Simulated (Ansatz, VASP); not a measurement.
One calculation of H11C2NO4, two programs

```
CELL_PARAMETERS angstrom
5.91548 0.00000 0.00000
0.00000 5.91548 0.00000
0.00000 0.00000 5.91548
ATOMIC_POSITIONS crystal
O 0.93231 0.23043 0.74483
O 0.66084 0.58867 0.50395
O 0.42819 0.98561 0.66369
O 0.68305 0.01991 0.25268
H 0.05631 0.16641 0.65678
H 0.85411 0.33529 0.64287
H 0.72936 0.71163 0.41632
H 0.53498 0.53753 0.40454
H 0.51700 0.05071 0.78680
H 0.49194 0.83234 0.64501
H 0.58727 0.06267 0.38265
H 0.75501 0.15863 0.20329
H 0.02231 0.89437 0.98104
H 0.03769 0.66754 0.78008
H 0.83657 0.65767 0.00484
C 0.00898 0.71106 0.95853
C 0.17423 0.59820 0.09587
N 0.30897 0.50557 0.20502
```

Alike in both runs: functional PBE; k mesh 1 × 1 × 1; occupations fermi-dirac, width 0.02 eV; no spin polarisation.

Ansatz relaxed the structure, and its values are those at the end. VASP's run is a single point on that final structure, the one shown.

```csv
,VASP,Ansatz
version,VASP 6.6.1,Ansatz 0.2.0
potentials or method,"VASP PAW PBE potentials, release 64 (O, H, C, N)","scalar-relativistic, plane waves, PAW"
plane-wave cutoff (eV),520,420
valence electrons in the cell,48,48
```

|  | VASP | Ansatz | Ansatz less VASP |
| --- | --- | --- | --- |
| rms of the force components (eV/Å) | 0.066 | 0.069 | +0.0037 |

With one functional, cell and mesh, what is left measures potentials, basis and numerics.

Caveats: the standard files for N, O and F lose accuracy on very short bonds. PBE gaps usually lie below the measured ones, often by a third to a half.
